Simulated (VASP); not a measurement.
A run of VASP 6.6.1 is set up as follows.

POSCAR

```
Al
1.0
    0.0000000000      2.0248050000      2.0248050000
    2.0248050000      0.0000000000      2.0248050000
    2.0248050000      2.0248050000      0.0000000000
Al
1
Direct
    0.0000000000      0.0000000000      0.0000000000
```

File INCAR.step1:

```
PREC = Accurate
ENCUT = 600
EDIFF = 1E-5
ISMEAR = -1
SIGMA = 0.05
LREAL = F
LASPH = T
NELM = 60
ALGO = Normal
LWAVE = T
LCHARG = F
GGA = PE
```

Contents of INCAR.step2:

```
PREC = Accurate
ENCUT = 600
EDIFF = 1E-7
ISMEAR = -1
SIGMA = 0.05
LREAL = F
LASPH = T
NELM = 60
ALGO = Normal
ISIF = 3
LWAVE = F
LCHARG = F
GGA = PE
LHFCALC = T
HFSCREEN = 0.3
PRECFOCK = Fast
IBRION = 2
NSW = 60
EDIFFG = -0.01
ISTART = 1
```

Contents of KPOINTS:

```
Automatic mesh
0
Gamma
  6 6 6
```

Potentials or basis: VASP PAW PBE potentials, release 64 (Al).

Run with:

```sh
$ cat potpaw_PBE.64/Al/POTCAR > POTCAR
$ cp INCAR.step1 INCAR
$ mpirun -np 1 vasp_std > vasp.out
$ cp INCAR.step2 INCAR
$ mpirun -np 1 vasp_std > vasp.out
```

(1) Predict the band gap on the k mesh.

(2) What does it give for the relaxed cell?

(3) Predict the relaxed volume.

(4) Estimate the space group after relaxing (to 0.05 Å).

Results:

(1) none (metal or under the smearing width).

(2) a = 2.854 Å, b = 2.854 Å, c = 2.854 Å, α = 60.00°, β = 60.00°, γ = 60.00°.

(3) 16.45 Å³/atom.

(4) Fm-3m (No. 225).

Caveat: the k mesh is coarse (spacing up to 0.45 Å⁻¹), so the values aren't converged, least of all with exact exchange; the PAW data sets were made with another functional, which shifts forces and pressure a little.
